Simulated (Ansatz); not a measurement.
Runs of Ansatz 0.2.0 on Cu. The structure is cubic, space group Fm-3m (No. 225). The conventional cell has a = 3.615 Å, b = 3.615 Å, c = 3.615 Å, α = 90.00°, β = 90.00°, γ = 90.00°. Cu (site symmetry m-3m) is surrounded by 12 Cu at 2.56 Å. 

| task | level | potentials or basis | k mesh | cutoff (eV) | points for each segment of the path | gap on the mesh (eV) | pressure (GPa) | V0 of scaled cells (Å³/atom) | B0 (GPa) |
| --- | --- | --- | --- | --- | --- | --- | --- | --- | --- |
| band structure | PBE | Ansatz PAW | 13 × 13 × 13 | 420 | 14 | none | 1.7 | - | - |
| equation of state | PBE | PseudoDojo stringent | 13 × 13 × 13 | 1415 | - | - | - | 11.93 | 144 |
| equation of state | r2SCAN+D4 | Ansatz PAW | 13 × 13 × 13 | 500 | - | - | - | 11.27 | (b) |
| band structure | PBEsol | Ansatz PAW | 13 × 13 × 13 | 420 | 14 | none | -6.6 | - | - |
| single point | PBE | Ansatz PAW | 13 × 13 × 13 | 250 | - | none | 6.1 | - | - |
| equation of state | revPBE | Ansatz PAW | 13 × 13 × 13 | 420 | - | - | - | (a) | 129 |
| single point | PBE | Ansatz PAW | 9 × 9 × 9 | 420 | - | none | 1.8 | - | - |

Alike in all rows: no spin polarisation; cell as given; smearing fermi-dirac 0.05 eV.

Question: Fill in the values left out.

Answer: (a) 12.25; (b) 172.

Caveats: the PAW data sets were made with another functional, which shifts forces and pressure a little (some runs); the PAW data sets come from PBE, with cores solved anew for the run's functional, which leaves a small shift of forces and pressure (some runs); the pressure holds a Pulay correction of +225.3 GPa for the finite cutoff (some runs); the cutoff lies under the one recommended for these potentials (some runs); the potentials were made for another functional, which shifts forces and pressure (some runs).

A gap of «none» marks a metal or a gap under the smearing width.
